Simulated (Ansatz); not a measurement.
Mg (omega (AlB2-type)): energy against volume

These are results of DFT, RPBE, plane waves (420 eV) with PAW, scalar-relativistic (Ansatz), not measurements. (PAW data from PBE, frozen cores regenerated.)

The cell is scaled uniformly from the relaxed one, with fractional coordinates and shape fixed. Energies are extrapolated to zero smearing, pressures are those at the given smearing. Magnetic state: spin not included.

A Birch-Murnaghan fit gives V₀ = 24.02 Å³/atom, B₀ = 32 GPa, B₀′ = 4.0.

(1) What are the energy above the minimum and the pressure at 21.176 Å³/atom?

(2) What are the energy above the minimum and the pressure at 22.139 Å³/atom?

(3) What are the energy above the minimum and the pressure at 23.101 Å³/atom?

Results:

(1) 41.9 meV/atom and 5.29 GPa as computed.

(2) 17.0 meV/atom and 3.15 GPa as computed.

(3) 3.8 meV/atom and 1.40 GPa as computed.
